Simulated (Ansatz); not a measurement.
# AlAs (F-43m): zero-pressure volume and bulk modulus with mr²SCAN, part 2 of 2

Aim: take the cell of AlAs (F-43m) to zero pressure with mr²SCAN, then fit an equation of state.

Ansatz 0.2.0; DFT mr²SCAN, scalar-relativistic, plane waves, PAW. Earlier steps stand in the parts before.

### 6 Volume × 1.02 of the new zero

input.yaml reads:

```yaml
crystal:
  lattice:
    - [0.0, 2.8577675718, 2.8577675718]
    - [2.8577675718, 0.0, 2.8577675718]
    - [2.8577675718, 2.8577675718, 0.0]
  atoms:
    - { symbol: Al, position: [0.0, 0.0, 0.0] }
    - { symbol: As, position: [0.75, 0.75, 0.75] }
basis:
  ecutwfc: 500
  ecutrho_ratio: 4
kpoints:
  mp_grid: { grid: [8, 8, 8] }
hamiltonian:
  xc: mr2scan
scf:
  occupations: { method: gaussian, width: 0.05 }
output:
  forces: true
  stress: true
  eigenvalues: true
```

Command:

```sh
> ansatz run input.yaml --threads 4 --pin off --max-ram 8192MiB --backend cpu --events-out ev --progress --plain --runs-dir out
```

What it wrote:

```text
Warning: RAYON_NUM_THREADS=4 ignored (pool sized by the plan → 4); use --threads N
Engine: ansatz 0.2.0, aarch64-unknown-linux-gnu
Pseudopotentials: kind: paw
Pseudopotential: Al, paw, valence charge 3, recommended cutoff 500 eV (meta_gga), Al.paw.azcp
Pseudopotential: As, paw, valence charge 15, recommended cutoff 500 eV (meta_gga), As.paw.azcp
Functional definition: m-r2SCAN
  exchange = m_r2scan_x
  correlation = m_r2scan_c
Crystal: 2 atoms, lattice volume = 46.678 Å³
Basis set: ecut = 500 eV, 1243 PW (Γ), exchange–correlation on 120×120×120 points (64 copies of the dense FFT grid, shifted against one another)
Bands: 13, of which v1, the nominal top of the filled ones, is band 9 counted from 1 (8 counted from 0)
Symmetry: 24 space group operations
Space group: F-43m (ITA 216), of the structure as read, at distance tolerance 3.6e-5 Å
k-points: 29 of 512 (time reversal used)
Non-local potential: Al, projectors of the file, l = 0: 2, l = 1: 2, l = 2: 1
Non-local potential: As, projectors of the file, l = 0: 2, l = 1: 2, l = 2: 3, l = 3: 1
PAW form: soft (Blöchl's): semilocal exchange-correlation on the pseudo side does not see the compensation charge
PAW frozen core: Al, regenerated for the run's functional (the file was generated under x = pbe(κ = 0.804, μ = 0.2195149727645171), c = pbe(β = 0.06672455060314922))
PAW frozen core: As, regenerated for the run's functional (the file was generated under x = pbe(κ = 0.804, μ = 0.2195149727645171), c = pbe(β = 0.06672455060314922))
PAW one-centre angular grid: Al, 302 points (default); XC on 160 Gauss nodes
PAW one-centre angular grid: As, 590 points (default); XC on 160 Gauss nodes
Initial density: superposition of atomic densities (neutral atoms: chi_scale 0, normalization atom), corrected by the library's trained network
Initial wavefunctions: pseudopotential atomic-orbital guess
Functional: x = mr2scan, c = mr2scan; τ floored in thin density (d = 2e-4 eV/Å³)
SCF iter   1: F=—  HF=-5406.220105 eV  |F-HF|=—  |Δ(HF+E_count)|=         —  Δρ=3.11e-3  dr2=9.05e-3  dr2_τ=8.21e-3  ethr=1.77e-3  ⟨swp⟩=5.7  Hψ=2309  notcnv=0
preconditioner: auto → none  [insulator: Δε(μ)=1.839 eV  Ē_g=10.445 eV  σ=0.050 eV  W_gap=1.00  n_scr=14 (ndim 8)  ℏωp=15.4 eV  f_vac=0.008  D(μ)=0.00/eV (n_scr^D=0)  ε∞_Penn≈3.2]
SCF iter   2: F=—  HF=-5406.239267 eV  |F-HF|=—  |Δ(HF+E_count)|=   1.92e-2  Δρ=1.49e-3  dr2=1.01e-3  dr2_τ=2.81e-5  ethr=5.03e-5  ⟨swp⟩=2.0  Hψ=986  notcnv=0
SCF iter   3: F=—  HF=-5406.239223 eV  |F-HF|=—  |Δ(HF+E_count)|=   4.38e-5  Δρ=7.03e-4  dr2=1.79e-4  dr2_τ=2.79e-6  ethr=5.62e-6  ⟨swp⟩=2.4  Hψ=668  notcnv=0
SCF iter   4: F=—  HF=-5406.239266 eV  |F-HF|=—  |Δ(HF+E_count)|=   4.34e-5  Δρ=1.12e-4  dr2=3.35e-6  dr2_τ=5.34e-8  ethr=9.97e-7  ⟨swp⟩=2.0  Hψ=466  notcnv=0
SCF iter   5: F=—  HF=-5406.239268 eV  |F-HF|=—  |Δ(HF+E_count)|=   1.89e-6  Δρ=1.77e-5  dr2=1.16e-7  dr2_τ=7.82e-10  ethr=1.86e-8  ⟨swp⟩=2.8  Hψ=652  notcnv=0
SCF iter   6: F=-5406.239268 eV  HF=-5406.239268 eV  |F-HF|=3.05e-9  |Δ(HF+E_count)|=   6.61e-8  Δρ=3.85e-6  dr2=3.96e-9  dr2_τ=1.59e-10  ethr=5.56e-10  ⟨swp⟩=5.0  Hψ=1679  notcnv=0
SCF 1 converged in 6 iterations: F = -5406.239268 eV  dr2 = 3.96e-9
SCF converged after 6 iterations
Free energy (F): -5406.239268 eV
Harris-Foulkes:  -5406.239268 eV  (|F-HF|=3.05e-9)
Internal energy: -5406.239268 eV  (E = F + TS)
E sigma→0 (E₀):  -5406.239268 eV
Fermi energy:    6.766487 eV
--- Per-component energies (eV) ---
  E_band       = -282.185947
  E_kinetic    = 126.245269
  E_local      = -2137.968880  (includes V_loc(G=0)·N_el)
  E_nonlocal   = -660.270375
  E_hartree    = 1141.845762
  E_xc         = -110.945168
  E_vxc        = -115.308090  (∫ρ·V_xc dr)
  E_paw        = -2321.238978  (= ΣΔE_a)
  E_vpaw       = 215.881328  (= ΣTr[D̂ρ^β])
  E_aug_tail   = -0.000007  (compensation charges beyond the density's cutoff)
  E_vtau       = 5.541422  (kinetic-family band-sum trace: ∫τ·v_τ [+ j·A + Jᵃ·Aᵃ] dr)
  E_ewald      = -1442.389375
  E_core_change = -1.517516  (= ΣΔE_core)
  E_smearing   = -0.000000  (= −TS)
  E_closure    = 0.000000  (closes the sum)
  Σ components = -5406.239268   (vs F -5406.239268, Δ=0.00e0)
--- Forces (eV/Å), atoms counted from 1 ---
  atom   1  Al    -0.00000000     0.00000000    -0.00000000
  atom   2  As     0.00000000    -0.00000000     0.00000000
  max |Σ_I F_I| component: 1.58e-16 eV/Å
--- Stress (GPa, compression-positive) ---
       -1.442413      -0.000000      -0.000000
       -0.000000      -1.442413       0.000000
       -0.000000       0.000000      -1.442413
  P = ⅓ Tr σ = -1.4424 GPa (-14.424 kbar)
--- Band table (eV; the first three rows and the last of 29) ---
  k-point 0: bands = ["-29.1173", "-29.1173", "-29.1173", "-29.1050", "-29.1050", "-6.3115", "5.8449", "5.8449", "5.8449", "8.3075", "10.5131", "10.5131", "10.5131"]
  k-point 1: bands = ["-29.1172", "-29.1171", "-29.1171", "-29.1050", "-29.1050", "-6.1572", "4.4635", "5.6854", "5.6854", "9.0224", "10.7996", "10.7996", "10.9310"]
  k-point 2: bands = ["-29.1171", "-29.1168", "-29.1168", "-29.1050", "-29.1050", "-5.7303", "2.4867", "5.3664", "5.3664", "8.8568", "11.1562", "11.1562", "12.7349"]
  k-point 28: bands = ["-29.1170", "-29.1165", "-29.1153", "-29.1052", "-29.1045", "-4.3143", "0.7558", "2.6902", "3.0629", "10.5565", "11.8706", "12.0431", "12.3767"]
```

Wall time 1.5 s (4 threads of Arm Neoverse V1, shared host); peak memory 0.44 GiB.

This gives: volume 23.339 Å³/atom, pressure -1.44 GPa, mesh gap 1.84 eV.

### 7 Volume × 0.96 of the new zero

Edit input.yaml of step 6 so:

```diff
@@ -2,5 +2,5 @@
   lattice:
-    - [0.0, 2.8577675718, 2.8577675718]
-    - [2.8577675718, 0.0, 2.8577675718]
-    - [2.8577675718, 2.8577675718, 0.0]
+    - [0.0, 2.8005968171, 2.8005968171]
+    - [2.8005968171, 0.0, 2.8005968171]
+    - [2.8005968171, 2.8005968171, 0.0]
   atoms:
```

Command:

```sh
> ansatz run input.yaml --threads 4 --pin off --max-ram 8192MiB --backend cpu --events-out ev --progress --plain --runs-dir out
```

What it wrote:

```text
Warning: RAYON_NUM_THREADS=4 ignored (pool sized by the plan → 4); use --threads N
[... 7 set-up lines as earlier in the session ...]
Crystal: 2 atoms, lattice volume = 43.932 Å³
Basis set: ecut = 500 eV, 1139 PW (Γ), exchange–correlation on 120×120×120 points (64 copies of the dense FFT grid, shifted against one another)
Bands: 13, of which v1, the nominal top of the filled ones, is band 9 counted from 1 (8 counted from 0)
[... 1 set-up line as earlier in the session ...]
Space group: F-43m (ITA 216), of the structure as read, at distance tolerance 3.5e-5 Å
k-points: 29 of 512 (time reversal used)
[... 10 set-up lines as earlier in the session ...]
SCF iter   1: F=—  HF=-5406.201163 eV  |F-HF|=—  |Δ(HF+E_count)|=         —  Δρ=3.20e-3  dr2=8.66e-3  dr2_τ=1.02e-2  ethr=1.77e-3  ⟨swp⟩=5.8  Hψ=2328  notcnv=0
preconditioner: auto → none  [insulator: Δε(μ)=1.745 eV  Ē_g=10.787 eV  σ=0.050 eV  W_gap=1.00  n_scr=14 (ndim 8)  ℏωp=15.8 eV  f_vac=0.003  D(μ)=0.00/eV (n_scr^D=0)  ε∞_Penn≈3.2]
SCF iter   2: F=—  HF=-5406.224786 eV  |F-HF|=—  |Δ(HF+E_count)|=   2.36e-2  Δρ=1.56e-3  dr2=9.37e-4  dr2_τ=2.89e-5  ethr=4.81e-5  ⟨swp⟩=2.0  Hψ=986  notcnv=0
SCF iter   3: F=—  HF=-5406.224796 eV  |F-HF|=—  |Δ(HF+E_count)|=   1.01e-5  Δρ=7.53e-4  dr2=1.78e-4  dr2_τ=3.26e-6  ethr=5.21e-6  ⟨swp⟩=2.6  Hψ=670  notcnv=0
SCF iter   4: F=—  HF=-5406.224843 eV  |F-HF|=—  |Δ(HF+E_count)|=   4.65e-5  Δρ=1.14e-4  dr2=3.17e-6  dr2_τ=5.70e-8  ethr=9.89e-7  ⟨swp⟩=2.0  Hψ=486  notcnv=0
SCF iter   5: F=—  HF=-5406.224844 eV  |F-HF|=—  |Δ(HF+E_count)|=   1.13e-6  Δρ=1.64e-5  dr2=9.62e-8  dr2_τ=7.82e-10  ethr=1.76e-8  ⟨swp⟩=2.9  Hψ=514  notcnv=0
SCF iter   6: F=-5406.224844 eV  HF=-5406.224844 eV  |F-HF|=4.07e-10  |Δ(HF+E_count)|=   6.97e-8  Δρ=2.67e-6  dr2=2.57e-9  dr2_τ=9.09e-11  ethr=5.34e-10  ⟨swp⟩=2.8  Hψ=1447  notcnv=0
SCF 1 converged in 6 iterations: F = -5406.224844 eV  dr2 = 2.57e-9
SCF converged after 6 iterations
Free energy (F): -5406.224844 eV
Harris-Foulkes:  -5406.224844 eV  (|F-HF|=4.07e-10)
Internal energy: -5406.224844 eV  (E = F + TS)
E sigma→0 (E₀):  -5406.224844 eV
Fermi energy:    7.385465 eV
--- Per-component energies (eV) ---
  E_band       = -271.359387
  E_kinetic    = 128.113278
  E_local      = -2091.179897  (includes V_loc(G=0)·N_el)
  E_nonlocal   = -660.086501
  E_hartree    = 1123.369361
  E_xc         = -111.834183
  E_vxc        = -116.499338  (∫ρ·V_xc dr)
  E_paw        = -2321.255393  (= ΣΔE_a)
  E_vpaw       = 215.993020  (= ΣTr[D̂ρ^β])
  E_aug_tail   = -0.000007  (compensation charges beyond the density's cutoff)
  E_vtau       = 5.559653  (kinetic-family band-sum trace: ∫τ·v_τ [+ j·A + Jᵃ·Aᵃ] dr)
  E_ewald      = -1471.833988
  E_core_change = -1.517516  (= ΣΔE_core)
  E_smearing   = -0.000000  (= −TS)
  E_closure    = 0.000000  (closes the sum)
  Σ components = -5406.224844   (vs F -5406.224844, Δ=0.00e0)
--- Forces (eV/Å), atoms counted from 1 ---
  atom   1  Al    -0.00000000     0.00000000     0.00000000
  atom   2  As     0.00000000     0.00000000    -0.00000000
  max |Σ_I F_I| component: 1.97e-16 eV/Å
--- Stress (GPa, compression-positive) ---
        3.376593       0.000000      -0.000000
        0.000000       3.376593       0.000000
       -0.000000       0.000000       3.376593
  P = ⅓ Tr σ = 3.3766 GPa (33.766 kbar)
--- Band table (eV; the first three rows and the last of 29) ---
  k-point 0: bands = ["-28.4460", "-28.4460", "-28.4460", "-28.4314", "-28.4314", "-5.9962", "6.5099", "6.5099", "6.5099", "9.4936", "11.2961", "11.2961", "11.2961"]
  k-point 1: bands = ["-28.4459", "-28.4458", "-28.4458", "-28.4314", "-28.4314", "-5.8296", "5.1155", "6.3408", "6.3408", "10.0960", "11.5988", "11.5988", "11.8294"]
  k-point 2: bands = ["-28.4457", "-28.4453", "-28.4453", "-28.4313", "-28.4313", "-5.3659", "3.0390", "6.0047", "6.0047", "9.8051", "11.9471", "11.9471", "13.7993"]
  k-point 28: bands = ["-28.4455", "-28.4449", "-28.4434", "-28.4317", "-28.4307", "-3.7915", "1.2572", "3.1209", "3.5267", "11.2533", "12.8697", "12.9503", "13.1243"]
```

Wall time 1.3 s (4 threads of Arm Neoverse V1, shared host); peak memory 0.43 GiB.

This gives: volume 21.966 Å³/atom, pressure 3.38 GPa, gap on the mesh 1.75 eV.

### 8 Volume × 1.04 of the new zero

Edit input.yaml of step 7 so:

```diff
@@ -2,5 +2,5 @@
   lattice:
-    - [0.0, 2.8005968171, 2.8005968171]
-    - [2.8005968171, 0.0, 2.8005968171]
-    - [2.8005968171, 2.8005968171, 0.0]
+    - [0.0, 2.876325024, 2.876325024]
+    - [2.876325024, 0.0, 2.876325024]
+    - [2.876325024, 2.876325024, 0.0]
   atoms:
```

Command:

```sh
> ansatz run input.yaml --threads 4 --pin off --max-ram 8192MiB --backend cpu --events-out ev --progress --plain --runs-dir out
```

What it wrote:

```text
Warning: RAYON_NUM_THREADS=4 ignored (pool sized by the plan → 4); use --threads N
[... 7 set-up lines as earlier in the session ...]
Crystal: 2 atoms, lattice volume = 47.593 Å³
Basis set: ecut = 500 eV, 1243 PW (Γ), exchange–correlation on 120×120×120 points (64 copies of the dense FFT grid, shifted against one another)
Bands: 13, of which v1, the nominal top of the filled ones, is band 9 counted from 1 (8 counted from 0)
[... 2 set-up lines as earlier in the session ...]
k-points: 29 of 512 (time reversal used)
[... 10 set-up lines as earlier in the session ...]
SCF iter   1: F=—  HF=-5406.209528 eV  |F-HF|=—  |Δ(HF+E_count)|=         —  Δρ=3.09e-3  dr2=9.24e-3  dr2_τ=7.65e-3  ethr=1.77e-3  ⟨swp⟩=5.7  Hψ=2302  notcnv=0
preconditioner: auto → none  [insulator: Δε(μ)=1.867 eV  Ē_g=10.337 eV  σ=0.050 eV  W_gap=1.00  n_scr=14 (ndim 8)  ℏωp=15.2 eV  f_vac=0.011  D(μ)=0.00/eV (n_scr^D=0)  ε∞_Penn≈3.2]
SCF iter   2: F=—  HF=-5406.227279 eV  |F-HF|=—  |Δ(HF+E_count)|=   1.78e-2  Δρ=1.47e-3  dr2=1.05e-3  dr2_τ=2.80e-5  ethr=5.14e-5  ⟨swp⟩=2.0  Hψ=986  notcnv=0
SCF iter   3: F=—  HF=-5406.227211 eV  |F-HF|=—  |Δ(HF+E_count)|=   6.71e-5  Δρ=6.85e-4  dr2=1.79e-4  dr2_τ=2.66e-6  ethr=5.81e-6  ⟨swp⟩=2.0  Hψ=639  notcnv=0
SCF iter   4: F=—  HF=-5406.227251 eV  |F-HF|=—  |Δ(HF+E_count)|=   4.01e-5  Δρ=1.12e-4  dr2=3.44e-6  dr2_τ=5.24e-8  ethr=9.94e-7  ⟨swp⟩=2.0  Hψ=464  notcnv=0
SCF iter   5: F=—  HF=-5406.227253 eV  |F-HF|=—  |Δ(HF+E_count)|=   1.63e-6  Δρ=1.75e-5  dr2=1.20e-7  dr2_τ=7.54e-10  ethr=1.91e-8  ⟨swp⟩=2.8  Hψ=663  notcnv=0
SCF iter   6: F=-5406.227253 eV  HF=-5406.227253 eV  |F-HF|=4.17e-9  |Δ(HF+E_count)|=   6.34e-8  Δρ=4.29e-6  dr2=4.97e-9  dr2_τ=1.84e-10  ethr=5.56e-10  ⟨swp⟩=5.0  Hψ=1684  notcnv=0
SCF 1 converged in 6 iterations: F = -5406.227253 eV  dr2 = 4.97e-9
SCF converged after 6 iterations
Free energy (F): -5406.227253 eV
Harris-Foulkes:  -5406.227253 eV  (|F-HF|=4.17e-9)
Internal energy: -5406.227253 eV  (E = F + TS)
E sigma→0 (E₀):  -5406.227253 eV
Fermi energy:    6.575024 eV
--- Per-component energies (eV) ---
  E_band       = -285.547305
  E_kinetic    = 125.675109
  E_local      = -2152.801378  (includes V_loc(G=0)·N_el)
  E_nonlocal   = -660.326089
  E_hartree    = 1147.723703
  E_xc         = -110.670027
  E_vxc        = -114.940801  (∫ρ·V_xc dr)
  E_paw        = -2321.227669  (= ΣΔE_a)
  E_vpaw       = 215.859646  (= ΣTr[D̂ρ^β])
  E_aug_tail   = -0.000007  (compensation charges beyond the density's cutoff)
  E_vtau       = 5.536834  (kinetic-family band-sum trace: ∫τ·v_τ [+ j·A + Jᵃ·Aᵃ] dr)
  E_ewald      = -1433.083378
  E_core_change = -1.517516  (= ΣΔE_core)
  E_smearing   = -0.000000  (= −TS)
  E_closure    = 0.000000  (closes the sum)
  Σ components = -5406.227253   (vs F -5406.227253, Δ=0.00e0)
--- Forces (eV/Å), atoms counted from 1 ---
  atom   1  Al    -0.00000000     0.00000000    -0.00000000
  atom   2  As     0.00000000    -0.00000000    -0.00000000
  max |Σ_I F_I| component: 1.76e-16 eV/Å
--- Stress (GPa, compression-positive) ---
       -2.740862      -0.000000      -0.000000
       -0.000000      -2.740862       0.000000
       -0.000000       0.000000      -2.740862
  P = ⅓ Tr σ = -2.7409 GPa (-27.409 kbar)
--- Band table (eV; the first three rows and the last of 29) ---
  k-point 0: bands = ["-29.3265", "-29.3265", "-29.3265", "-29.3149", "-29.3149", "-6.4097", "5.6401", "5.6401", "5.6401", "7.9395", "10.2707", "10.2707", "10.2707"]
  k-point 1: bands = ["-29.3264", "-29.3263", "-29.3263", "-29.3149", "-29.3149", "-6.2592", "4.2607", "5.4836", "5.4836", "8.6859", "10.5521", "10.5521", "10.6584"]
  k-point 2: bands = ["-29.3263", "-29.3260", "-29.3260", "-29.3148", "-29.3148", "-5.8438", "2.3153", "5.1700", "5.1700", "8.5608", "10.9104", "10.9104", "12.4070"]
  k-point 28: bands = ["-29.3262", "-29.3257", "-29.3247", "-29.3151", "-29.3144", "-4.4762", "0.6014", "2.5574", "2.9200", "10.3406", "11.5580", "11.7598", "12.1456"]
```

Run time: 1.5 s. Hardware: 4 threads of Arm Neoverse V1, shared host; peak memory 0.43 GiB.

Result: volume 23.797 Å³/atom, pressure -2.74 GPa, gap on the mesh 1.87 eV.

### 9 Energy and pressure against volume

Energies have the smearing extrapolated to zero and count from the lowest point.

| volume (Å³/atom) | energy (meV/atom) | pressure (GPa) |
| --- | --- | --- |
| 21.966 | 9.31 | 3.38 |
| 22.424 | 2.24 | 1.60 |
| 22.881 | 0.00 | 0.00 |
| 23.339 | 2.10 | -1.44 |
| 23.797 | 8.10 | -2.74 |

volume (Å³/atom), energy (meV/atom) and a bar:
```
    21.97        9.3 ##############################
    22.42        2.2 #######
    22.88        0.0 
    23.34        2.1 #######
    23.80        8.1 ##########################
```

### 10 Results

This closing draws on all 2 parts.

| quantity | value |
| --- | --- |
| V0 | 22.881 Å³/atom |
| B0 | 76 GPa |
| gap on the mesh | 1.81 eV |
| time in all | 11 s |

What this shows: mr²SCAN puts the minimum at 22.88 Å³/atom, +0.9 % from the cell given, which stood at 2.6 GPa under PBE, with a bulk modulus of 76 GPa. Against the measured lattice constant a of AlAs, 5.66139 Å (291 K; a printed reference work, data compilation), the calculated 5.678 Å is off by +0.3 %. The calculation is for 0 K without zero-point motion.
